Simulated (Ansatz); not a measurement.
**What DFT gives for ZrC**

```
Zr C
1.0
    -2.43507    4.82541    2.36143
     2.45138   -0.02317    2.42407
     2.43016    2.41122   -0.00195
Zr C
2 2
Direct
  0.97845 0.96434 0.02655
  0.44167 0.43321 0.07019
  0.22966 0.80018 0.43772
  0.75126 0.25817 0.45554
```

Method: PBE, no spin polarisation; PAW, plane waves to 420 eV, 3×6×6 (shifted by 0.5, 0, 0.5 steps) mesh, fermi-dirac occupations (width 0.1 eV) (Ansatz 0.2.0), atoms fixed.

(1) Metal or insulator? Give the gap.

(2) What is the character of the valence top and the conduction bottom?

(3) Where is the largest force?

(4) Is the cell too large or too small?

(5) What is the formation energy?

Origin: a strained cell with displaced atoms, so it need not be a known compound. Caveats: an odd or shifted mesh can miss the band edges, so this level's true gap may be smaller; atoms or cell far from equilibrium.

Results:

(1) The gap on the k mesh is 0.57 eV; the mesh may miss the band edges, so the true gap of this level can be smaller.

(2) Within 0.7 eV of the edges, the states project mainly on C p (62 %) and Zr d (34 %) below the gap and on Zr d (65 %) and C p (30 %) above it.

(3) The largest is on Zr2: 4.93 eV/Å, components (-1.72, 1.26, 4.44). It makes 153° with the line to a nearest neighbour, C3 at 2.04 Å, pointing away from it.

(4) The pressure is -6.6 GPa (compression positive), so with the atoms held at these fractions the cell would first shrink; the forces are large, so a full relaxation may end otherwise. The principal stresses -12.6, -11.0, 3.8 GPa differ, so its shape would change too.

(5) -0.56 eV an atom against the elements' usual phases (free molecules for gases, crystals otherwise, with no correction for O₂ or N₂), so it is bound against them; other compounds may still compete. Relaxing would lower it.
